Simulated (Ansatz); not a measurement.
# AlN (F-43m) in Ansatz: settings compared, part 2 of 2

Ansatz 0.2.0. Earlier steps stand in the parts before.

### 3 Relaxation of cell and atoms, rPW86-PBE

input.yaml reads:

```yaml
crystal:
  lattice:
    - [0.0, 2.1839935596, 2.1839935596]
    - [2.1839935596, 0.0, 2.1839935596]
    - [2.1839935596, 2.1839935596, 0.0]
  atoms:
    - { symbol: Al, position: [0.0, 0.0, 0.0] }
    - { symbol: "N", position: [0.25, 0.25, 0.25] }
hamiltonian:
  xc: { exchange: rpw86, correlation: pbe }
  pseudopotentials: { kind: paw }
kpoints:
  mp_grid: { grid: [10, 10, 10] }
scf:
  occupations: { method: fermi_dirac, width: 0.05 }
output:
  forces: true
  stress: true
relax:
  f_tol: 0.01
  max_steps: 40
  cell: { stress_tol: 0.05 }
```

Potentials or basis: Ansatz PAW.

Command:

```bash
ansatz run input.yaml --threads 2 --pin off --max-ram 5120MiB --backend cpu --events-out ev --progress --plain --runs-dir out
```

Standard output:

```text
Warning: RAYON_NUM_THREADS=2 ignored (pool sized by the plan → 2); use --threads N
Engine: ansatz 0.2.0, x86_64-unknown-linux-gnu
Pseudopotentials: kind: paw
Pseudopotential: Al, paw, valence charge 3, recommended cutoff 420 eV (normal), Al.paw.azcp
Pseudopotential: N, paw, valence charge 5, recommended cutoff 420 eV (normal), N.paw.azcp
Functional definition: unnamed
  exchange = rpw86_x
  correlation = pbe_c
Crystal: 2 atoms, lattice volume = 20.835 Å³
Basis set: ecut = 420 eV, 411 PW (Γ), exchange–correlation on 48×48×48 points (8 copies of the dense FFT grid, shifted against one another)
Bands: 8, of which v1, the nominal top of the filled ones, is band 4 counted from 1 (3 counted from 0)
Symmetry: 24 space group operations
Space group: F-43m (ITA 216), of the structure as read, at distance tolerance 2.8e-5 Å
k-points: 47 of 1000 (time reversal used)
Non-local potential: Al, projectors of the file, l = 0: 2, l = 1: 2, l = 2: 1
Non-local potential: N, projectors of the file, l = 0: 2, l = 1: 2, l = 2: 1
PAW form: soft (Blöchl's): semilocal exchange-correlation on the pseudo side does not see the compensation charge
PAW frozen core: Al, regenerated for the run's functional, and the local potential with it (the file was generated under x = pbe(κ = 0.804, μ = 0.2195149727645171), c = pbe(β = 0.06672455060314922))
PAW frozen core: N, regenerated for the run's functional, and the local potential with it (the file was generated under x = pbe(κ = 0.804, μ = 0.2195149727645171), c = pbe(β = 0.06672455060314922))
PAW one-centre angular grid: Al, 110 points (default); XC on 64 Gauss nodes
PAW one-centre angular grid: N, 110 points (default); XC on 64 Gauss nodes
Initial density: superposition of atomic densities (neutral atoms: chi_scale 0, normalization atom), corrected by the library's trained network
Initial wavefunctions: pseudopotential atomic-orbital guess
Functional: x = rpw86, c = pbe(β = 0.06672455060314922)
SCF iter   1: F=—  HF=-939.729861 eV  |F-HF|=—  |Δ(HF+E_count)|=         —  Δρ=1.73e-2  dr2=5.68e-2  ethr=1.77e-3  ⟨swp⟩=4.8  Hψ=2749  notcnv=0
preconditioner: auto → none  [insulator: Δε(μ)=3.810 eV  Ē_g=15.581 eV  σ=0.050 eV  W_gap=1.00  n_scr=0 (ndim 8)  ℏωp=23.0 eV  f_vac=0.000  D(μ)=0.00/eV (n_scr^D=0)  ε∞_Penn≈3.2]
SCF iter   2: F=—  HF=-939.715421 eV  |F-HF|=—  |Δ(HF+E_count)|=   1.44e-2  Δρ=6.51e-3  dr2=8.29e-3  ethr=7.10e-4  ⟨swp⟩=2.8  Hψ=1101  notcnv=0
SCF iter   3: F=—  HF=-939.712837 eV  |F-HF|=—  |Δ(HF+E_count)|=   2.58e-3  Δρ=8.13e-4  dr2=1.24e-4  ethr=1.04e-4  ⟨swp⟩=2.4  Hψ=680  notcnv=0
SCF iter   4: F=—  HF=-939.712819 eV  |F-HF|=—  |Δ(HF+E_count)|=   1.81e-5  Δρ=6.27e-5  dr2=4.14e-7  ethr=1.55e-6  ⟨swp⟩=2.7  Hψ=568  notcnv=0
SCF iter   5: F=—  HF=-939.712289 eV  |F-HF|=—  |Δ(HF+E_count)|=   5.30e-4  Δρ=3.86e-5  dr2=2.05e-7  ethr=5.18e-9  ⟨swp⟩=2.0  Hψ=564  notcnv=0
SCF iter   6: F=-939.712289 eV  HF=-939.712289 eV  |F-HF|=2.47e-9  |Δ(HF+E_count)|=   1.20e-7  Δρ=2.77e-6  dr2=5.26e-10  ethr=1.25e-9  ⟨swp⟩=2.2  Hψ=1348  notcnv=0
SCF 1 converged in 6 iterations: F = -939.712289 eV  dr2 = 5.26e-10
relax step   1: F+E_penalty+E_count = -939.71228864 eV  Δ(F+E_penalty+E_count) = +0.000e0 eV  max|allowed force component| = 1.989e-16 eV/Å  Δτ_max = 0.0000 Å  P = +7.665 GPa  Ω = 20.835 Å³  (6 SCF iters, dr2 threshold 1.00e-7 eV, accepted)
Crystal: 2 atoms, lattice volume = 21.225 Å³
Initial density: handed on by an earlier stage of this run
Initial wavefunctions: those handed on with the density
iter 1 solved again at ethr=6.77e-5 eV; its pass at ethr=3.10e-3 eV (dr2=5.42e-3 eV) is discarded
SCF iter   1: F=—  HF=-939.726901 eV  |F-HF|=—  |Δ(HF+E_count)|=         —  Δρ=4.72e-3  dr2=5.45e-3  ethr=6.77e-5  ⟨swp⟩=1.0  Hψ=3145  notcnv=0
[... 38 lines left out ...]
basis re-selected at this cell: Δ(F+E_penalty+E_count) = -3.317e-3 eV, ΔP = +0.243 GPa vs the last step (what re-selecting the basis moved, of the pressure what is left beyond the Pulay correction that the steps carried, after the strain that the cell walked since its last selection, with what the two solves' SCF thresholds leave and, on support functions, any second-order correction that the steps lacked; it is no measure of the basis error at this ecutwfc). This SCF's stress stands 2.48e-1 GPa from its target on what of the cell is left free (relax.cell.stress_tol is 5.00e-2 GPa) and its largest allowed force component is 8.79e-17 eV/Å (relax.f_tol is 1.00e-2 eV/Å): not within both, so this SCF does not close the relaxation
Crystal: 2 atoms, lattice volume = 21.649 Å³
iter 1 solved again at ethr=2.80e-7 eV; its pass at ethr=3.10e-3 eV (dr2=2.24e-5 eV) is discarded
SCF iter   1: F=—  HF=-939.731670 eV  |F-HF|=—  |Δ(HF+E_count)|=         —  Δρ=2.95e-4  dr2=2.24e-5  ethr=2.80e-7  ⟨swp⟩=1.0  Hψ=2935  notcnv=0
preconditioner: auto → none  [insulator: Δε(μ)=3.556 eV  Ē_g=15.094 eV  σ=0.050 eV  W_gap=1.00  n_scr=0 (ndim 8)  ℏωp=22.6 eV  f_vac=0.000  D(μ)=0.00/eV (n_scr^D=0)  ε∞_Penn≈3.2]
SCF iter   2: F=—  HF=-939.731214 eV  |F-HF|=—  |Δ(HF+E_count)|=   4.56e-4  Δρ=1.23e-4  dr2=2.18e-6  ethr=2.79e-7  ⟨swp⟩=2.0  Hψ=538  notcnv=0
SCF iter   3: F=-939.731214 eV  HF=-939.731214 eV  |F-HF|=4.71e-8  |Δ(HF+E_count)|=   6.66e-7  Δρ=2.58e-5  dr2=1.19e-7  ethr=1.93e-9  ⟨swp⟩=2.5  Hψ=1339  notcnv=0
SCF 6 converged in 3 iterations: F = -939.731214 eV  dr2 = 1.19e-7
relax step   6: F+E_penalty+E_count = -939.73121371 eV  Δ(F+E_penalty+E_count) = +6.876e-5 eV  max|allowed force component| = 4.395e-17 eV/Å  Δτ_max = 0.0000 Å  P = +0.007 GPa  Ω = 21.649 Å³  energy of the carried Pulay correction = -9.084e-5 eV  (3 SCF iters, dr2 threshold 1.54e-7 eV, accepted)
iter 1 solved again at ethr=9.18e-8 eV; its pass at ethr=3.10e-3 eV (dr2=7.34e-6 eV) is discarded
SCF iter   1: F=—  HF=-939.731707 eV  |F-HF|=—  |Δ(HF+E_count)|=         —  Δρ=5.15e-5  dr2=3.26e-7  ethr=9.18e-8  ⟨swp⟩=2.9  Hψ=3784  notcnv=0
preconditioner: auto → none  [insulator: Δε(μ)=3.560 eV  Ē_g=15.096 eV  σ=0.050 eV  W_gap=1.00  n_scr=0 (ndim 8)  ℏωp=22.6 eV  f_vac=0.000  D(μ)=0.00/eV (n_scr^D=0)  ε∞_Penn≈3.2]
SCF iter   2: F=—  HF=-939.731256 eV  |F-HF|=—  |Δ(HF+E_count)|=   4.51e-4  Δρ=3.88e-5  dr2=3.32e-7  ethr=4.07e-9  ⟨swp⟩=2.0  Hψ=566  notcnv=0
SCF iter   3: F=—  HF=-939.731256 eV  |F-HF|=—  |Δ(HF+E_count)|=   7.00e-8  Δρ=1.54e-5  dr2=3.14e-8  ethr=4.07e-9  ⟨swp⟩=2.1  Hψ=525  notcnv=0
SCF iter   4: F=—  HF=-939.731256 eV  |F-HF|=—  |Δ(HF+E_count)|=   7.68e-9  Δρ=4.63e-6  dr2=2.07e-9  ethr=3.93e-10  ⟨swp⟩=2.0  Hψ=511  notcnv=0
SCF iter   5: F=—  HF=-939.731256 eV  |F-HF|=—  |Δ(HF+E_count)|=   1.69e-9  Δρ=8.35e-7  dr2=1.31e-10  ethr=2.59e-11  ⟨swp⟩=2.7  Hψ=591  notcnv=0
SCF iter   6: F=-939.731256 eV  HF=-939.731256 eV  |F-HF|=2.27e-12  |Δ(HF+E_count)|=  1.21e-11  Δρ=2.30e-7  dr2=8.42e-12  ethr=1.00e-12  ⟨swp⟩=5.0  Hψ=1298  notcnv=0
SCF 7 converged in 6 iterations: F = -939.731256 eV  dr2 = 8.42e-12
relax step   7: F+E_penalty+E_count = -939.73125589 eV  Δ(F+E_penalty+E_count) = -4.218e-5 eV  max|allowed force component| = 7.170e-17 eV/Å  Δτ_max = 0.0000 Å  P = +0.007 GPa  Ω = 21.649 Å³  stress off target by 7.21e-3 GPa  SCF on the basis re-selected at this cell (its energy is not comparable with the rows above)  (6 SCF iters)
basis re-selected at this cell: Δ(F+E_penalty+E_count) = -4.218e-5 eV, ΔP = +0.001 GPa vs the last step (what re-selecting the basis moved, of the pressure what is left beyond the Pulay correction that the steps carried, after the strain that the cell walked since its last selection, with what the two solves' SCF thresholds leave and, on support functions, any second-order correction that the steps lacked; it is no measure of the basis error at this ecutwfc). This SCF's stress stands 7.21e-3 GPa from its target on what of the cell is left free (relax.cell.stress_tol is 5.00e-2 GPa) and its largest allowed force component is 7.17e-17 eV/Å (relax.f_tol is 1.00e-2 eV/Å): within both
SCF converged after 6 iterations
Free energy (F): -939.731256 eV
Harris-Foulkes:  -939.731256 eV  (|F-HF|=2.27e-12)
Internal energy: -939.731256 eV  (E = F + TS)
E sigma→0 (E₀):  -939.731256 eV
Fermi energy:    8.491197 eV
--- Per-component energies (eV) ---
  E_band       = 13.777113
  E_kinetic    = 158.816828
  E_local      = -229.237546  (includes V_loc(G=0)·N_el)
  E_nonlocal   = 56.115983
  E_hartree    = 79.760654
  E_xc         = -102.723757
  E_vxc        = -107.769985  (∫ρ·V_xc dr)
  E_paw        = -609.636422  (= ΣΔE_a)
  E_vpaw       = -23.669542  (= ΣTr[D̂ρ^β])
  E_aug_tail   = 0.000098  (compensation charges beyond the density's cutoff)
  E_ewald      = -292.836898
  E_core_change = 0.009806  (= ΣΔE_core)
  E_smearing   = -0.000000  (= −TS)
  E_closure    = 0.000000  (closes the sum)
  Σ components = -939.731256   (vs F -939.731256, Δ=0.00e0)
--- Forces (eV/Å), atoms counted from 1 ---
  atom   1  Al     0.00000000    -0.00000000    -0.00000000
  atom   2  N      0.00000000     0.00000000     0.00000000
  max |Σ_I F_I| component: 6.01e-17 eV/Å
--- Stress (GPa, compression-positive) ---
        0.007207      -0.000000      -0.000000
       -0.000000       0.007207       0.000000
       -0.000000       0.000000       0.007207
  P = ⅓ Tr σ = 0.0072 GPa (0.072 kbar)
--- Relaxed structure (5 steps of the walk, 5 accepted, 2 SCFs on fresh bases) ---
  F+E_penalty+E_count = -939.73125589 eV   max|allowed force component| = 7.170e-17 eV/Å   (the final SCF, on the basis selected at the relaxed cell)
  cell:  # Å, volume = 21.6489 Å³
    - [-3.566760423026913e-34, 2.212085491070883, 2.212085491070883]
    - [2.212085491070883, 3.4011608319578064e-33, 2.212085491070883]
    - [2.212085491070883, 2.212085491070883, 4.6240501198527486e-33]
  atoms:
    - { symbol: Al, position: [-1.8004205884704054e-34, 2.4617995801534113e-34, 5.62172142930555e-34] }
    - { symbol: N, position: [0.25000000000000006, 0.25000000000000006, 0.25000000000000006] }
```

Wall time 3.6 s (2 threads of Intel Xeon at 2.60GHz (Ice Lake), shared host); peak memory 0.35 GiB.

Results:

```yaml
Free_energy: -939.7313 eV
Relaxed_volume: 10.82 Å³/atom
Relaxed_cell: a = 3.128 Å, b = 3.128 Å, c = 3.128 Å, α = 60.00°, β = 60.00°, γ = 60.00°
Space_group_after_relaxing_to_0.05_Å: F-43m (No. 216)
Energy_gained_by_relaxing: 9.5 meV/atom
Ionic_steps: 7
Pressure_after_relaxing: 0.0 GPa
Band_gap_on_the_k_mesh: 3.56 eV
```

Step by step:
```
step  energy change (eV)  largest force (eV/Å)  volume (Å³)
   1              0.0000                0.0000        20.83
   2             -0.0125                0.0000        21.23
   3             -0.0157                0.0000        21.60
   4             -0.0157                0.0000        21.62
   5             -0.0190                0.0000        21.62
   6             -0.0189                0.0000        21.65
   7             -0.0190                0.0000        21.65
```

Final structure:
```
Al N
1.0
     0.00000    2.21209    2.21209
     2.21209    0.00000    2.21209
     2.21209    2.21209    0.00000
Al N
1 1
Cartesian
  0.0000 0.0000 0.0000
  1.1060 1.1060 1.1060
```

Caveat: the plane-wave basis is chosen anew once the cell has moved, so the energies of steps on either side of that aren't comparable; the pressure holds a Pulay correction of +0.5 GPa for the finite cutoff; the PAW data sets come from PBE, with cores solved anew for the run's functional, which leaves a small shift of forces and pressure. A k mesh can miss the band edges.
